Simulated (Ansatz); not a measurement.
**TaN: pressure against volume**

One table from this session's results is given with a row withheld; the runs are named, their logs left out.

Computed with Ansatz 0.2.0 (DFT PBEsol, scalar-relativistic, unless a step's input says otherwise).

### The starting structure

It takes space group P6_3mc (No. 186, hexagonal). Conventional cell: a = 3.050 Å, b = 3.050 Å, c = 4.940 Å, α = 90.00°, β = 90.00°, γ = 120.00°. Ta (site symmetry 3m) has 4 N at 1.85 to 1.90 Å as nearest neighbours. Around N (site symmetry 3m) lie 4 Ta at 1.85 to 1.90 Å.

Structure file:

```cif
data_structure
_symmetry_space_group_name_H-M 'P6_3mc'
_symmetry_Int_Tables_number 186
_cell_length_a 3.0500
_cell_length_b 3.0500
_cell_length_c 4.9400
_cell_angle_alpha 90.000
_cell_angle_beta 90.000
_cell_angle_gamma 120.000
_cell_volume 39.80
loop_
_atom_site_label
_atom_site_type_symbol
_atom_site_symmetry_multiplicity
_atom_site_Wyckoff_symbol
_atom_site_fract_x
_atom_site_fract_y
_atom_site_fract_z
_atom_site_occupancy
Ta1 Ta 2 b 0.33333 0.66667 0.00000 1
N1 N 2 b 0.33333 0.66667 0.38500 1
```

The file gives the conventional cell by its symmetry; the runs use the cell typed in the input.

Atoms are numbered in the order of the input: Ta1, Ta2, N3, N4.

The first run:

Contents of input.yaml:

```yaml
crystal:
  lattice:
    - [2.9877386998, 0.0, 0.0]
    - [-1.49386935, 2.587457614, 0.0]
    - [0.0, 0.0, 4.839155377]
  atoms:
    - { symbol: Ta, position: [0.3333333333, 0.6666666667, 0.0] }
    - { symbol: Ta, position: [0.6666666667, 0.3333333333, 0.5] }
    - { symbol: "N", position: [0.3333333333, 0.6666666667, 0.385] }
    - { symbol: "N", position: [0.6666666667, 0.3333333333, 0.885] }
kpoints:
  mp_grid: { grid: [9, 9, 5] }
  band_path:
    path:
      - [0.0, 0.0, 0.0]
      - [0.5, 0.0, 0.0]
      - [0.3333333333, 0.3333333333, 0.0]
      - [0.0, 0.0, 0.0]
      - [0.0, 0.0, 0.5]
      - [0.5, 0.0, 0.5]
      - [0.3333333333, 0.3333333333, 0.5]
      - [0.0, 0.0, 0.5]
      - [0.5, 0.0, 0.5]
    npoints: 5
scf:
  occupations: { method: fermi_dirac, width: 0.01 }
hamiltonian:
  xc: pbesol
  pseudopotentials: { kind: all_electron, lapw: { basis_error: 0.001 } }
output:
  forces: true
  stress: true
  eigenvalues: true
```

Launch:

```
$ ansatz run input.yaml --threads 1 --pin off --max-ram 6144MiB --backend cpu --events-out ev --progress --plain --runs-dir out
```

Among the steps run: Volume × 0.94, LAPW; Volume × 0.94, PAW; Volume × 0.94, crystal datasets; Volume × 0.98, LAPW; Volume × 0.98, PAW; Volume × 0.98, crystal datasets; Volume × 1.01, LAPW; Volume × 1.01, PAW; Volume × 1.01, crystal datasets; Volume × 1.04, LAPW; Volume × 1.04, PAW; Volume × 1.04, crystal datasets.

One of the session's tables, all rows but one given; the rest of the session is left out.

| method | volume (Å³/atom) | pressure (GPa) | largest force (eV/Å) |
| --- | --- | --- | --- |
| LAPW | 9.352 | 171.18 | 2.374 |
| LAPW | 9.750 | 138.23 | 2.306 |
| LAPW | 10.049 | 116.92 | 2.241 |
| LAPW | 10.347 | 98.12 | 2.158 |
| PAW | 9.352 | ? | ? |
| PAW | 9.750 | 140.93 | 2.347 |
| PAW | 10.049 | 119.18 | 2.264 |
| PAW | 10.347 | 100.01 | 2.175 |
| crystal datasets | 9.352 | 171.17 | 2.374 |
| crystal datasets | 9.750 | 138.22 | 2.307 |
| crystal datasets | 10.049 | 116.92 | 2.241 |
| crystal datasets | 10.347 | 98.12 | 2.158 |

**Question.** Estimate the row for PAW, 9.352.

**Answer.** pressure (GPa): 174.62; largest force (eV/Å): 2.425. In the column «pressure (GPa)» it is the highest.

To keep in mind: Warnings in the runs' records: gradients without spin orbit, crystal datasets made.
